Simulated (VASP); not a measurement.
# InP (F-43m) in VASP: Born charges and dielectric tensor with PBE

Aim: the Born charges and dielectric tensor of InP with PBE.

All numbers are computed with VASP 6.6.1; they aren't measurements. Logs are shortened: lines on timing, memory, paths and dates and some standing lists are left out, and cuts for length are marked.

**The experiment to reproduce.**

A printed reference work, data compilation reports, for a bulk crystal of InP at 1.6 K: band gap 1.4236 eV (direct).

A printed reference work, textbook reports, for a bulk crystal of InP at 300 K: high-frequency dielectric constant 9.61.

The results are compared with them further down.

### 1 The structure

The structure is cubic, space group F-43m (No. 216). Conventional cell: a = 5.959 Å, b = 5.959 Å, c = 5.959 Å, α = 90.00°, β = 90.00°, γ = 90.00°. In (site symmetry -43m) is surrounded by 4 P at 2.58 Å. Around P (site symmetry -43m) lie 4 In at 2.58 Å.

### 2 Born charges and dielectric tensor, PBE

Input file INCAR:

```
  ALGO = Normal
  EDIFF = 1E-8
  ENCUT = 520
  GGA = PE
  IBRION = 8
  ISIF = 2
  ISMEAR = 0
  LASPH = True
  LCHARG = False
  LEPSILON = True
  LREAL = False
  LWAVE = False
  NELM = 80
  NSW = 1
  PREC = Accurate
  SIGMA = 0.02
```

Input file KPOINTS:

```
k-points
0
Gamma
  16 16 16
```

Input file POSCAR:

```
InP
1.0
    0.0000000000      2.9795370000      2.9795370000
    2.9795370000      0.0000000000      2.9795370000
    2.9795370000      2.9795370000      0.0000000000
In P
1 1
Direct
    0.0000000000      0.0000000000      0.0000000000
    0.2500000000      0.2500000000      0.2500000000
```

Potentials or basis: VASP PAW PBE potentials, release 64 (In_d, P).

The run is started by

```console
cat potpaw_PBE.64/In_d/POTCAR potpaw_PBE.64/P/POTCAR > POTCAR
mpirun -np 1 vasp_std > vasp.out
```

OUTCAR:

```text
EDIFF = 1E-8
   ENCUT = 520
   GGA = PE
   IBRION = 8
   ISIF = 2
   ISMEAR = 0
   LASPH = True
   LEPSILON = True
   LREAL = False
   NELM = 80
   NSW = 1
   PREC = Accurate

 ion  position               nearest neighbor table
   1  0.000  0.000  0.000-   2 2.58   2 2.58   2 2.58   2 2.58
   2  0.250  0.250  0.250-   1 2.58   1 2.58   1 2.58   1 2.58

  LATTYP: Found a face centered cubic cell.
 ALAT       =     5.9590740000

  Lattice vectors:

 A1 = (   0.0000000000,   2.9795370000,   2.9795370000)
 A2 = (   2.9795370000,   0.0000000000,   2.9795370000)
 A3 = (   2.9795370000,   2.9795370000,   0.0000000000)

Analysis of symmetry for initial positions (statically):
=====================================================================
 Subroutine PRICEL returns:
 Original cell was already a primitive cell.

 Routine SETGRP: Setting up the symmetry group for a
 face centered cubic supercell.

 Subroutine GETGRP returns: Found 24 space group operations
 (whereof 24 operations were pure point group operations)
 out of a pool of 48 trial point group operations.

The static configuration has the point symmetry T_d .

Analysis of symmetry for dynamics (positions and initial velocities):
=====================================================================
 Subroutine PRICEL returns:
 Original cell was already a primitive cell.

 Routine SETGRP: Setting up the symmetry group for a
 face centered cubic supercell.

 Subroutine GETGRP returns: Found 24 space group operations
 (whereof 24 operations were pure point group operations)
 out of a pool of 48 trial point group operations.

The dynamic configuration has the point symmetry T_d .

 Subroutine INISYM returns: Found 24 space group operations
 (whereof 24 operations are pure point group operations),
 and found     1 'primitive' translations

----------------------------------------------------------------------------------------

                                     Primitive cell

  volume of cell :      52.9025

  direct lattice vectors                    reciprocal lattice vectors
     0.000000000  2.979537000  2.979537000    -0.167811308  0.167811308  0.167811308
     2.979537000  0.000000000  2.979537000     0.167811308 -0.167811308  0.167811308
     2.979537000  2.979537000  0.000000000     0.167811308  0.167811308 -0.167811308

  length of vectors
     4.213701635  4.213701635  4.213701635     0.290657711  0.290657711  0.290657711

  position of ions in fractional coordinates (direct lattice)
     0.000000000  0.000000000  0.000000000
     0.250000000  0.250000000  0.250000000

  ion indices of the primitive-cell ions
   primitive index   ion index
                 1           1
                 2           2

----------------------------------------------------------------------------------------

 KPOINTS: k-points

Automatic generation of k-mesh.
 Grid dimensions read from file:
 generate k-points for:   16   16   16

 Generating k-lattice:

  Cartesian coordinates                     Fractional coordinates (reciprocal lattice)
    -0.010488207  0.010488207  0.010488207     0.062500000  0.000000000  0.000000000
     0.010488207 -0.010488207  0.010488207     0.000000000  0.062500000  0.000000000
     0.010488207  0.010488207 -0.010488207     0.000000000  0.000000000  0.062500000

[... 532 lines left out ...]
  free energy    TOTEN  =        -1.91449373 eV

  energy without entropy =       -1.91449373

------------------------ aborting loop because EDIFF is reached ----------------------------------------

--------------------------------------- Ionic step        2  -------------------------------------------

------------------------ aborting loop because EDIFF is reached ----------------------------------------

--------------------------------------- Ionic step        3  -------------------------------------------

------------------------ aborting loop because EDIFF is reached ----------------------------------------

 PIEZOELECTRIC TENSOR FIELD DIRECTION 3  (e Angst)
 -----------------------------------------------------------------------------
     0.00006 -2.78262  0.00000           ( -0.00000 -0.03225  0.00000)
    -2.78262  0.00006  0.00000           ( -0.03225 -0.00000  0.00000)
     0.00000  0.00000 -0.00265           (  0.00000  0.00000 -0.00000)

 PIEZOELECTRIC TENSOR FIELD DIRECTION 3  (C/m^2)
 -----------------------------------------------------------------------------
     0.00002 -0.84273  0.00000
    -0.84273  0.00002  0.00000
     0.00000  0.00000 -0.00080

--------------------------------------- Ionic step        4  -------------------------------------------

------------------------ aborting loop because EDIFF is reached ----------------------------------------

[... ionic steps 5 to 6 ...]

--------------------------------------- Ionic step        7  -------------------------------------------

 Free energy of the ion-electron system (eV)
  ---------------------------------------------------
  ---------------------------------------------------
  free energy    TOTEN  =        -0.04922558 eV

  energy without entropy =       -0.04922558

------------------------ aborting loop because EDIFF is reached ----------------------------------------

 INTERNAL STRAIN TENSOR  FOR ION    2  DIRECTION 1   (eV/Angst):
 -----------------------------------------------------------------------------
     0.00313  0.00000  0.00000
     0.00000 -0.00074 -6.54465
     0.00000 -6.54465 -0.00074

 MACROSCOPIC STATIC DIELECTRIC TENSOR (including local field effects in DFT)
 ------------------------------------------------------
          13.194226     0.000000     0.000000
          -0.000000    13.194226     0.000000
          -0.000000    -0.000000    13.194226
 ------------------------------------------------------

 PIEZOELECTRIC TENSOR (including local field effects)  for field in x, y, z        (e  Angst)
          XX          YY          ZZ          XY          YZ          ZX
  --------------------------------------------------------------------------------
  x    -0.00000     0.00000     0.00000     0.00000    -2.78536     0.00000
  y     0.00000     0.00000     0.00000     0.00000    -0.00000    -2.78536
  z     0.00000     0.00000    -0.00000    -2.78536     0.00000     0.00000

 PIEZOELECTRIC TENSOR (including local field effects)  for field in x, y, z        (C/m^2)
          XX          YY          ZZ          XY          YZ          ZX
  --------------------------------------------------------------------------------
  x    -0.00000     0.00000     0.00000     0.00000    -0.84356     0.00000
  y     0.00000     0.00000     0.00000     0.00000    -0.00000    -0.84356
  z     0.00000     0.00000    -0.00000    -0.84356     0.00000     0.00000

 BORN EFFECTIVE CHARGES (including local field effects) (in |e|, cummulative output)
 ---------------------------------------------------------------------------------
 ion    1
    1     2.62872     0.00000     0.00000
    2    -0.00000     2.62872     0.00000
    3     0.00000    -0.00000     2.62872
 ion    2
    1    -2.62872    -0.00000    -0.00000
    2     0.00000    -2.62872     0.00000
    3    -0.00000     0.00000    -2.62872

 INTERNAL STRAIN TENSOR FOR ION    2 for displacements in x,y,z  (eV/Angst):
          X           Y           Z          XY          YZ          ZX
  --------------------------------------------------------------------------------
  x    -0.00000     0.00000     0.00000     0.00000    -6.54465     0.00000
  y     0.00000    -0.00000     0.00000     0.00000     0.00000    -6.54465
  z     0.00000     0.00000    -0.00000    -6.54465     0.00000     0.00000

 SECOND DERIVATIVES (NOT SYMMETRIZED)
 ------------------------------------
               1X          1Y          1Z          2X          2Y          2Z
  1X    -7.214733    0.000000    0.000000    7.214733    0.000000    0.000000
  1Y     0.000000   -7.214733    0.000000    0.000000    7.214733    0.000000
  1Z     0.000000    0.000000   -7.214733    0.000000    0.000000    7.214733
  2X     7.192929    0.000000    0.000000   -7.192929    0.000000    0.000000
  2Y     0.000000    7.192929    0.000000    0.000000   -7.192929    0.000000
  2Z     0.000000    0.000000    7.192929    0.000000    0.000000   -7.192929

 Eigenvectors and eigenvalues of the dynamical matrix
 ----------------------------------------------------

   1 f  =    8.491920 THz    53.356309 2PiTHz  283.259973 cm-1    35.119745 meV
             X         Y         Z           dx          dy          dz
      0.000000  0.000000  0.000000     0.000000    0.000000   -0.461473
      1.489769  1.489769  1.489769     0.000000    0.000000    0.887154
[... 21 lines left out ...]
   6 f/i=    0.005261 THz     0.033057 2PiTHz    0.175497 cm-1     0.021759 meV
             X         Y         Z           dx          dy          dz
      0.000000  0.000000  0.000000     0.830252    0.312607   -0.000000
      1.489769  1.489769  1.489769     0.431874    0.162610    0.000000

--------------------------------------------------------------------------------------------------------

 MACROSCOPIC STATIC DIELECTRIC TENSOR IONIC CONTRIBUTION
 ------------------------------------------------------
           3.281054     0.000000     0.000000
           0.000000     3.281054    -0.000000
           0.000000    -0.000000     3.281054
 ------------------------------------------------------

 ELASTIC MODULI CONTR FROM IONIC RELAXATION (kBar)
 Direction    XX          YY          ZZ          XY          YZ          ZX
 --------------------------------------------------------------------------------
 XX          -0.0000     -0.0000     -0.0000     -0.0000     -0.0000     -0.0000
 YY          -0.0000     -0.0000     -0.0000     -0.0000     -0.0000      0.0000
 ZZ          -0.0000     -0.0000     -0.0000     -0.0000     -0.0000     -0.0000
 XY          -0.0000     -0.0000     -0.0000   -176.9023      0.0000      0.0000
 YZ          -0.0000     -0.0000     -0.0000      0.0000   -176.9023      0.0000
 ZX          -0.0000      0.0000     -0.0000      0.0000      0.0000   -176.9023
 --------------------------------------------------------------------------------

 PIEZOELECTRIC TENSOR IONIC CONTR  for field in x, y, z        (C/m^2)
          XX          YY          ZZ          XY          YZ          ZX
  --------------------------------------------------------------------------------
  x     0.00000     0.00000     0.00000     0.00000     0.71688     0.00000
  y     0.00000    -0.00000     0.00000    -0.00000    -0.00000     0.71688
  z     0.00000     0.00000     0.00000     0.71688     0.00000    -0.00000
```

It took 21 min on 1 thread of Intel Xeon 6975P-C (Granite Rapids), shared host; peak memory 1 GiB.

Results:

```yaml
Band_gap_on_the_k_mesh: 0.44 eV, direct
Electronic_dielectric_tensor_diagonal: 13.19
Born_charges_mean_of_the_diagonal: In +2.63; P -2.63 e
Highest_phonon_frequency_at_Γ_LO-TO_splitting_left_out: 283 cm⁻¹
```

Phonon frequencies in cm⁻¹ (negative: imaginary):
```csv
q point,frequencies
"(0.000, 0.000, 0.000)",0 0 0 283 283 283
```

Electronic dielectric tensor:
```
13.19  0.00  0.00
 0.00 13.19  0.00
 0.00  0.00 13.19
```

Born effective charge tensors (e):
atom 1, In
```
2.63 0.00 0.00
0.00 2.63 0.00
0.00 0.00 2.63
```
atom 2, P
```
-2.63  0.00  0.00
 0.00 -2.63  0.00
 0.00  0.00 -2.63
```

Caveat: the gap is small at this level, which inflates the dielectric constant; spin-orbit coupling is left out, which moves the levels of the heavy elements.

### 3 Comparison with measurements

Step 2. Measured gap of InP: 1.4236 eV (direct; 1.6 K; a printed reference work, data compilation). This calculation gives 0.44 eV (-0.98 eV). Spin-orbit coupling on In is left out. The value is that of PBE, without temperature or zero-point motion. Semilocal functionals fall short of measured gaps as a rule. Against the measured high-frequency dielectric constant of InP, 9.61 (300 K; a printed reference work, textbook), the calculated 13.19 is off by +37.3 %. So large a miss can be the level of theory's own, or it may mean another phase, state or a wrong row.
